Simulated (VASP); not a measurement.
# BaO (Fm-3m) in VASP: band structure with PBE

Aim: the band structure of BaO with PBE.

All numbers are computed with VASP 6.6.1; they aren't measurements. Logs are shortened: lines on timing, memory, paths and dates and some standing lists are left out, and cuts for length are marked.

## 1. The structure

Symmetry: Fm-3m, No. 225, cubic system. Conventional cell: a = 5.612 Å, b = 5.612 Å, c = 5.612 Å, α = 90.00°, β = 90.00°, γ = 90.00°. Ba (site symmetry m-3m) has 6 O at 2.81 Å as nearest neighbours. O (site symmetry m-3m) has 6 Ba at 2.81 Å as nearest neighbours.

The cell was built by a generator and needn't be a form met in nature.

## 2. Band structure, PBE

Input file INCAR:

```
PREC     = Accurate       # precision mode
ENCUT    = 700            # plane-wave cutoff, eV
EDIFF    = 1E-7           # SCF threshold, eV
ISMEAR   = 0              # smearing method
SIGMA    = 0.02           # smearing width, eV
LREAL    = F              # projectors in reciprocal space
LASPH    = T              # aspherical terms in the spheres
NELM     = 80             # most SCF steps
ALGO     = Normal         # electronic algorithm
ISIF     = 2              # what is computed and relaxed
LWAVE    = F              # write WAVECAR
LCHARG   = F              # write CHGCAR
GGA      = PE             # functional
NBANDS   = 15             # bands
```

Input file KPOINTS:

```
regular mesh
0
Gamma
  8 8 8
```

Input file POSCAR:

```
BaO                                     
1.0
    0.0000000000      2.8059908182      2.8059908182
    2.8059908182      0.0000000000      2.8059908182
    2.8059908182      2.8059908182     -0.0000000000
  Ba              O             
     1     1
Direct
     0.0000000000000000    0.0000000000000000    0.0000000000000000
     0.5000000000000000    0.5000000000000000    0.5000000000000000
```

Input file KPOINTS_OPT:

```
path GXWKGLUWLK,UX
15
line-mode
reciprocal
 0.0000000000  0.0000000000  0.0000000000  G
 0.5000000000  0.0000000000  0.5000000000  X

 0.5000000000  0.0000000000  0.5000000000  X
 0.5000000000  0.2500000000  0.7500000000  W

 0.5000000000  0.2500000000  0.7500000000  W
 0.3750000000  0.3750000000  0.7500000000  K

 0.3750000000  0.3750000000  0.7500000000  K
 0.0000000000  0.0000000000  0.0000000000  G

 0.0000000000  0.0000000000  0.0000000000  G
 0.5000000000  0.5000000000  0.5000000000  L

 0.5000000000  0.5000000000  0.5000000000  L
 0.6250000000  0.2500000000  0.6250000000  U

 0.6250000000  0.2500000000  0.6250000000  U
 0.5000000000  0.2500000000  0.7500000000  W

 0.5000000000  0.2500000000  0.7500000000  W
 0.5000000000  0.5000000000  0.5000000000  L

 0.5000000000  0.5000000000  0.5000000000  L
 0.3750000000  0.3750000000  0.7500000000  K

 0.6250000000  0.2500000000  0.6250000000  U
 0.5000000000  0.0000000000  0.5000000000  X
```

Potentials or basis: VASP PAW PBE potentials, release 64 (Ba_sv, O).

Command:

```bash
> cat potpaw_PBE.64/Ba_sv/POTCAR potpaw_PBE.64/O/POTCAR > POTCAR
> mpirun -np 1 vasp_std > vasp.out
```

OUTCAR:

```text
PREC = Accurate
   ENCUT = 700
   EDIFF = 1E-7
   ISMEAR = 0
   LREAL = F
   LASPH = T
   NELM = 80
   ISIF = 2
   GGA = PE

 ion  position               nearest neighbor table
   1  0.000  0.000  0.000-   2 2.81   2 2.81   2 2.81   2 2.81   2 2.81   2 2.81
   2  0.500  0.500  0.500-   1 2.81   1 2.81   1 2.81   1 2.81   1 2.81   1 2.81

  LATTYP: Found a face centered cubic cell.
 ALAT       =     5.6119816364

  Lattice vectors:

 A1 = (   0.0000000000,   2.8059908182,   2.8059908182)
 A2 = (   2.8059908182,   0.0000000000,   2.8059908182)
 A3 = (   2.8059908182,   2.8059908182,   0.0000000000)

Analysis of symmetry for initial positions (statically):
=====================================================================
 Subroutine PRICEL returns:
 Original cell was already a primitive cell.

 Routine SETGRP: Setting up the symmetry group for a
 face centered cubic supercell.

 Subroutine GETGRP returns: Found 48 space group operations
 (whereof 48 operations were pure point group operations)
 out of a pool of 48 trial point group operations.

The static configuration has the point symmetry O_h .

Analysis of symmetry for dynamics (positions and initial velocities):
=====================================================================
 Subroutine PRICEL returns:
 Original cell was already a primitive cell.

 Routine SETGRP: Setting up the symmetry group for a
 face centered cubic supercell.

 Subroutine GETGRP returns: Found 48 space group operations
 (whereof 48 operations were pure point group operations)
 out of a pool of 48 trial point group operations.

The dynamic configuration has the point symmetry O_h .

 Subroutine INISYM returns: Found 48 space group operations
 (whereof 48 operations are pure point group operations),
 and found     1 'primitive' translations

----------------------------------------------------------------------------------------

                                     Primitive cell

  volume of cell :      44.1864

  direct lattice vectors                    reciprocal lattice vectors
     0.000000000  2.805990818  2.805990818    -0.178190177  0.178190177  0.178190177
     2.805990818  0.000000000  2.805990818     0.178190177 -0.178190177  0.178190177
     2.805990818  2.805990818  0.000000000     0.178190177  0.178190177 -0.178190177

  length of vectors
     3.968270271  3.968270271  3.968270271     0.308634440  0.308634440  0.308634440

  position of ions in fractional coordinates (direct lattice)
     0.000000000  0.000000000  0.000000000
     0.500000000  0.500000000  0.500000000

  ion indices of the primitive-cell ions
   primitive index   ion index
                 1           1
                 2           2

----------------------------------------------------------------------------------------

 KPOINTS: regular mesh

Automatic generation of k-mesh.
 Grid dimensions read from file:
 generate k-points for:    8    8    8

 Generating k-lattice:

  Cartesian coordinates                     Fractional coordinates (reciprocal lattice)
    -0.022273772  0.022273772  0.022273772     0.125000000  0.000000000  0.000000000
     0.022273772 -0.022273772  0.022273772     0.000000000  0.125000000  0.000000000
     0.022273772  0.022273772 -0.022273772     0.000000000  0.000000000  0.125000000

  Length of vectors
     0.038579305  0.038579305  0.038579305

  Shift w.r.t. Gamma in fractional coordinates (k-lattice)
     0.000000000  0.000000000  0.000000000

 Subroutine IBZKPT returns following result:
 ===========================================

 Found     29 irreducible k-points:

 Following reciprocal coordinates:
            Coordinates               Weight
  0.000000  0.000000  0.000000      1.000000
  0.125000  0.000000  0.000000      8.000000
  0.250000  0.000000  0.000000      8.000000
  0.375000  0.000000  0.000000      8.000000
  0.500000  0.000000  0.000000      4.000000
  0.125000  0.125000  0.000000      6.000000
[... 16 lines left out ...]
  0.500000  0.250000  0.125000     48.000000
 -0.375000  0.250000  0.125000     24.000000
 [... further k-points ...]
   k-points           NKPTS =     29   k-points in BZ     NKDIM =     29   number of bands    NBANDS=     15
   number of dos      NEDOS =    301   number of ions     NIONS =      2
   total plane-waves  NPLWV =  46656
   dimension x,y,z NGX =    36 NGY =   36 NGZ =   36
   dimension x,y,z NGXF=    72 NGYF=   72 NGZF=   72
   ions per type =               1   1
   NGX,Y,Z   is equivalent  to a cutoff of  15.08, 15.08, 15.08 a.u.
   NGXF,Y,Z  is equivalent  to a cutoff of  30.16, 30.16, 30.16 a.u.
 SYSTEM =  unknown system
   PREC   = accura    normal or accurate (medium, high low for compatibility)
   ISTART =      0    job   : 0-new  1-cont  2-samecut
   ICHARG =      2    charge: 1-file 2-atom 10-const
   ISPIN  =      1    spin polarized calculation?
   LNONCOLLINEAR =      F non collinear calculations
   LSORBIT =      F    spin-orbit coupling
   LASPH  =      T    aspherical Exc in radial PAW
   ENCUT  =  700.0 eV  51.45 Ry    7.17 a.u.   8.56  8.56  8.56*2*pi/ulx,y,z
   NELM   =     80;   NELMIN=  2; NELMDL= -5     # of ELM steps
   EDIFF  = 0.1E-06   stopping-criterion for ELM
   LREAL  =      F    real-space projection
   EDIFFG = 0.1E-05   stopping-criterion for IOM
   NSW    =      0    number of steps for IOM
   IBRION =     -1    ionic relax: 0-MD 1-quasi-New 2-CG
   NFREE  =      0    steps in history (QN), initial steepest desc. (CG)
   ISIF   =      2    stress and relaxation
   ISYM   =      2    0-nonsym 1-usesym 2-fastsym
   POTIM  = 0.5000    time-step for ionic-motion
   TEBEG  =    0.0;   TEEND  =   0.0 temperature during run
   PSTRESS=    0.0 pullay stress
   NELECT =      16.0000    total number of electrons
   NUPDOWN=      -1.0000    fix difference up-down
   EMIN   =  10.00;   EMAX   =-10.00  energy-range for DOS
   EFERMI =   0.00;   METHOD = LEGACY
   ISMEAR =     0;   SIGMA  =   0.02  broadening in eV -4-tet -1-fermi 0-gaus
   EFERMI_NEDOS =   21; number of points for ismear=-14 and -15
   IALGO  =     38    algorithm
   IMIX   =      4    mixing-type and parameters
     AMIX     =   0.40;   BMIX     =  1.00
     AMIX_MAG =   1.60;   BMIX_MAG =  1.00
  volume/ion in A,a.u.               =      22.09       149.09
  Fermi-wavevector in a.u.,A,eV,Ry     =   1.166860  2.205045 18.525165  1.361561
  Thomas-Fermi vector in A             =   2.303367
   LORBIT       =      0    0 simple, 1 ext, 2 COOP (PROOUT), +10 PAW based schemes
   GGA     = PE    functional components
   LHFCALC =     F    Hartree Fock is set to
   AEXX    =    0.0000 exact exchange contribution
   IVDW    =     0    specifies the selected vdW correction
   LEPSILON=     F    determine dielectric tensor
   LRPA    =     F    only Hartree local field effects (RPA)
 non-spin polarized calculation
 Gauss-broadening in eV      SIGMA  =   0.02
  energy-cutoff  :      700.00
  volume of cell :       44.19
 maximum number of plane-waves:      1880
 NGX is ok and might be reduce to    36
   NGX = 17   NGY = 17   NGZ = 17

 number of electron      16.0000000 magnetization

 Free energy of the ion-electron system (eV)
  ---------------------------------------------------
  ext. energy  EPLUGINS =         0.00000000
  ---------------------------------------------------
  free energy    TOTEN  =       -11.81428072 eV

  energy without entropy =      -11.81428072  energy(sigma->0) =      -11.81428072

 E-fermi :   1.7549     XC(G=0):  -9.4393

 val. band max:        1.6076765508   @ k =   0.5000   0.5000   0.0000
 cond. band min:       3.7095909949   @ k =   0.5000   0.5000   0.0000
 fundamental gap:      2.1019144441
 Fermi energy:         1.7548696457

 k-point     1 :       0.0000    0.0000    0.0000
  band No.  band energies     occupation
      1     -24.3081      2.00000
      2     -13.2913      2.00000
      3      -8.8936      2.00000
      4      -8.8936      2.00000
      5      -8.8936      2.00000
      6       1.3642      2.00000
      7       1.3642      2.00000
      8       1.3642      2.00000
      9       4.9926      0.00000
     10       6.3100      0.00000
     11       6.3100      0.00000
     12       6.3100      0.00000
     13       8.4787      0.00000
     14       8.4787      0.00000
     15      11.5516      0.00000

 k-point     2 :       0.1250    0.0000    0.0000
  band No.  band energies     occupation
      1     -24.2776      2.00000
      2     -13.3838      2.00000
      3      -8.9274      2.00000
      4      -8.9105      2.00000
      5      -8.9105      2.00000
      6       1.0363      2.00000
      7       1.1784      2.00000
      8       1.1784      2.00000
      9       5.6167      0.00000
     10       6.1919      0.00000
     11       6.5864      0.00000
     12       6.5864      0.00000
     13       8.8509      0.00000
     14       8.8509      0.00000
     15      12.4648      0.00000

 k-point     3 :       0.2500    0.0000    0.0000
  band No.  band energies     occupation
      1     -24.2023      2.00000
      2     -13.6077      2.00000
      3      -9.0035      2.00000
      4      -8.9505      2.00000
      5      -8.9505      2.00000
      6       0.4292      2.00000
      7       0.7808      2.00000
      8       0.7808      2.00000
      9       6.0731      0.00000
     10       7.1775      0.00000
     11       7.3317      0.00000
     12       7.3317      0.00000
     13       9.7791      0.00000
     14       9.7791      0.00000
     15      14.4237      0.00000
[... 343 lines left out ...]
 k-point    23 :       0.5000    0.2500    0.1250
  band No.  band energies     occupation
      1     -24.0867      2.00000
      2     -13.7333      2.00000
      3      -9.4283      2.00000
      4      -9.3179      2.00000
      5      -9.0058      2.00000
      6       0.3050      2.00000
      7       0.5665      2.00000
      8       1.1305      2.00000
      9       5.7666      0.00000
     10       7.4897      0.00000
     11       8.8001      0.00000
     12       8.9781      0.00000
     13      10.8833      0.00000
     14      12.2744      0.00000
     15      14.1143      0.00000

 k-point    24 :      -0.3750    0.2500    0.1250
  band No.  band energies     occupation
      1     -24.0609      2.00000
      2     -13.7739      2.00000
      3      -9.4496      2.00000
      4      -9.4447      2.00000
      5      -8.9994      2.00000
      6       0.2204      2.00000
      7       0.7763      2.00000
      8       0.8477      2.00000
      9       6.4339      0.00000
     10       7.0250      0.00000
     11       9.2346      0.00000
     12       9.3265      0.00000
     13      11.4131      0.00000
     14      13.0838      0.00000
     15      13.4146      0.00000

 [... further k-points ...]

------------------------ aborting loop because EDIFF is reached ----------------------------------------

  FORCE on cell =-STRESS in cart. coord.  units (eV):
  Direction    XX          YY          ZZ          XY          YZ          ZX
  --------------------------------------------------------------------------------------
  -------------------------------------------------------------------------------------
  Total        0.0076169      0.0076169      0.0076169      0.0000000     -0.0000000      0.0000000
  in kB        0.2761840      0.2761840      0.2761840      0.0000000     -0.0000000      0.0000000
  external PRESSURE =       0.2761840 kB  Pullay stress =       0.0000000 kB

 VOLUME and BASIS-vectors are now :
 -----------------------------------------------------------------------------
  energy-cutoff  :      700.00
  volume of cell :       44.19
      direct lattice vectors                 reciprocal lattice vectors
     0.000000000  2.805990818  2.805990818    -0.178190177  0.178190177  0.178190177
     2.805990818  0.000000000  2.805990818     0.178190177 -0.178190177  0.178190177
     2.805990818  2.805990818  0.000000000     0.178190177  0.178190177 -0.178190177

 POSITION                                       TOTAL-FORCE (eV/Angst)
 -----------------------------------------------------------------------------------
      0.00000      0.00000      0.00000        -0.000000      0.000000     -0.000000
      2.80599      2.80599      2.80599         0.000000     -0.000000      0.000000
 -----------------------------------------------------------------------------------
    total drift:                                0.000000      0.000000      0.000000

  FREE ENERGIE OF THE ION-ELECTRON SYSTEM (eV)
  ---------------------------------------------------
  free  energy   TOTEN  =       -11.8142807178 eV

  energy  without entropy=      -11.8142807178  energy(sigma->0) =      -11.81428072
```

It took 90 s on 1 thread of Intel Xeon Platinum 8259CL at 2.50GHz (Skylake/Cascade Lake), shared host; peak memory 0.21 GiB.

Results:

```yaml
Free_energy: -11.8143 eV
Pressure: 0.0 GPa
Band_gap_on_the_k_mesh: 2.10 eV, direct
Band_gap_along_the_path: 2.10 eV, direct
```

Levels at the corners of the path, in eV from the valence-band top:
| point | band 4 | band 5 | band 6 | band 7 | band 8 | band 9 | band 10 | band 11 | band 12 | band 13 |
| --- | --- | --- | --- | --- | --- | --- | --- | --- | --- | --- |
| Γ | -10.50 | -10.50 | -0.24 | -0.24 | -0.24 | 3.38 | 4.70 | 4.70 | 4.70 | 6.87 |
| X | -11.02 | -11.02 | -0.10 | -0.10 | 0.00 | 2.10 | 5.82 | 8.71 | 9.15 | 9.49 |
| X | -11.02 | -11.02 | -0.10 | -0.10 | 0.00 | 2.10 | 5.82 | 8.71 | 9.15 | 9.49 |
| W | -11.44 | -10.57 | -1.18 | -0.17 | -0.17 | 4.61 | 4.61 | 6.67 | 9.51 | 9.52 |
| W | -11.44 | -10.57 | -1.18 | -0.17 | -0.17 | 4.61 | 4.61 | 6.67 | 9.51 | 9.52 |
| K | -10.91 | -10.88 | -0.83 | -0.64 | -0.13 | 3.47 | 6.46 | 6.81 | 8.45 | 9.28 |
| K | -10.91 | -10.88 | -0.83 | -0.64 | -0.13 | 3.47 | 6.46 | 6.81 | 8.45 | 9.28 |
| Γ | -10.50 | -10.50 | -0.24 | -0.24 | -0.24 | 3.38 | 4.70 | 4.70 | 4.70 | 6.87 |
| Γ | -10.50 | -10.50 | -0.24 | -0.24 | -0.24 | 3.38 | 4.70 | 4.70 | 4.70 | 6.87 |
| L | -10.61 | -10.61 | -1.84 | -1.30 | -1.30 | 4.89 | 7.04 | 7.04 | 7.97 | 10.21 |
| L | -10.61 | -10.61 | -1.84 | -1.30 | -1.30 | 4.89 | 7.04 | 7.04 | 7.97 | 10.21 |
| U | -10.91 | -10.88 | -0.83 | -0.64 | -0.13 | 3.47 | 6.46 | 6.81 | 8.45 | 9.28 |
| U | -10.91 | -10.88 | -0.83 | -0.64 | -0.13 | 3.47 | 6.46 | 6.81 | 8.45 | 9.28 |
| W | -11.44 | -10.57 | -1.18 | -0.17 | -0.17 | 4.61 | 4.61 | 6.67 | 9.51 | 9.52 |
| W | -11.44 | -10.57 | -1.18 | -0.17 | -0.17 | 4.61 | 4.61 | 6.67 | 9.51 | 9.52 |
| L | -10.61 | -10.61 | -1.84 | -1.30 | -1.30 | 4.89 | 7.04 | 7.04 | 7.97 | 10.21 |
| L | -10.61 | -10.61 | -1.84 | -1.30 | -1.30 | 4.89 | 7.04 | 7.04 | 7.97 | 10.21 |
| K | -10.91 | -10.88 | -0.83 | -0.64 | -0.13 | 3.47 | 6.46 | 6.81 | 8.45 | 9.28 |
| U | -10.91 | -10.88 | -0.83 | -0.64 | -0.13 | 3.47 | 6.46 | 6.81 | 8.45 | 9.28 |
| X | -11.02 | -11.02 | -0.10 | -0.10 | 0.00 | 2.10 | 5.82 | 8.71 | 9.15 | 9.49 |

Caveat: spin-orbit coupling is left out, which moves the levels of the heavy elements. PBE gaps usually lie below the measured ones, often by a third to a half.
